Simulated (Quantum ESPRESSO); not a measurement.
Runs of Quantum ESPRESSO 7.5 on CoO. It takes space group I4/mmm (No. 139, tetragonal). The conventional cell has a = 3.016 Å, b = 3.016 Å, c = 4.215 Å, α = 90.00°, β = 90.00°, γ = 90.00°. Co (site symmetry 4/mmm) is surrounded by 6 O at 2.11 to 2.13 Å. Around O (site symmetry 4/mmm) lie 6 Co at 2.11 to 2.13 Å. 

| level | form of the LDA correlation | gap on the mesh (eV) | pressure (GPa) | moment (μB) |
| --- | --- | --- | --- | --- |
| RPBE+U | - | none | (a) | 3.00 |
| PW91+U | - | none | 0.6 | 3.00 |
| PBE+U | - | none | 1.3 | 3.00 |
| revPBE+U | - | none | 5.5 | 3.00 |
| LDA+U | PZ81 | none | -16.5 | 2.81 |
| PBEsol+U | - | none | (b) | 3.00 |

Alike in all rows: task single point; potentials or basis PseudoDojo 0.4.1 SR PBEsol standard; spin collinear, ferromagnetic start; Co d U = 2 eV; cell as given; k mesh 9 × 9 × 9; cutoff (eV) 1306; smearing gaussian 0.05 eV.

**Question.** Estimate the missing entries.

**Answer.** (a) 7.1; (b) -7.6.

Caveats: a cell with one magnetic atom can't hold antiferromagnetic order, which such compounds often take; the potentials were made for another functional, which shifts forces and pressure (some runs).

A gap of «none» marks a metal or a gap under the smearing width.
